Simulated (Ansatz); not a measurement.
Relaxation of a periodic cell of 17 atoms, Si6O11 (host SiO2, host structure C2/c, one O atom removed), to a largest force component of 0.03 eV/Å in at most 60 steps.

Computed with DFT PBEsol, scalar-relativistic, plane waves, PAW (Ansatz). Settings: PAW set soft_1, cutoff 420 eV, k mesh 2x2x2, fermi-dirac smearing 0.05 eV, no spin polarisation.

```xyz
17
Lattice="6.9040 -2.4346 0.0000 6.9040 2.4346 0.0000 -5.5056 0.0000 6.7842" Properties=species:S:1:pos:R:3
Si 2.789 2.368 5.081
Si 5.513 -2.319 1.665
Si 8.373 -1.242 1.078
Si 2.649 -1.224 2.333
Si -0.061 1.222 5.747
Si 5.654 1.189 4.474
O 2.302 0.323 2.123
O 8.706 0.305 1.312
O 6.052 -0.284 4.661
O -0.534 -0.298 5.501
O 3.182 -1.595 6.319
O 2.386 -1.632 3.770
O 5.157 1.578 0.446
O 6.773 -1.349 1.380
O 4.337 -1.374 2.069
O 1.513 1.335 5.442
O 4.014 1.315 4.750
```

Question: Where does it end, and by what steps?

Answer: It converged. Limits of this set-up: coarse k mesh, PAW files made for another functional. After 6 steps the energy has fallen by 1.998 eV; O14 moved furthest, 0.37 Å. Joined: Si2–Si6.

```tsv
step	energy less start (eV)	largest force component (eV/Å)	accepted
0	0.0000	4.349	yes
1	-1.2787	2.611	yes
2	-1.8009	1.681	yes
3	-1.9631	0.365	yes
4	-1.9955	0.133	yes
5	-1.9977	0.042	yes
6	-1.9983	0.014	yes
```

```xyz
17
Lattice="6.9040 -2.4346 0.0000 6.9040 2.4346 0.0000 -5.5056 0.0000 6.7842" Properties=species:S:1:pos:R:3
Si 2.764 2.386 5.098
Si 5.522 -2.590 1.878
Si 8.349 -1.264 1.144
Si 2.720 -1.239 2.363
Si -0.067 1.303 5.662
Si 5.568 1.331 4.181
O 2.492 0.335 2.060
O 8.632 0.318 1.406
O 6.037 -0.184 4.590
O -0.464 -0.200 5.225
O 3.152 -1.562 6.371
O 2.310 -1.489 3.904
O 5.136 1.495 0.478
O 6.835 -1.658 1.574
O 4.286 -1.548 2.125
O 1.533 1.424 5.476
O 3.999 1.460 4.619
```

Run time: 48 s on 1 thread of Arm Neoverse V1, with other jobs on the host, peak memory 0.49 GiB.
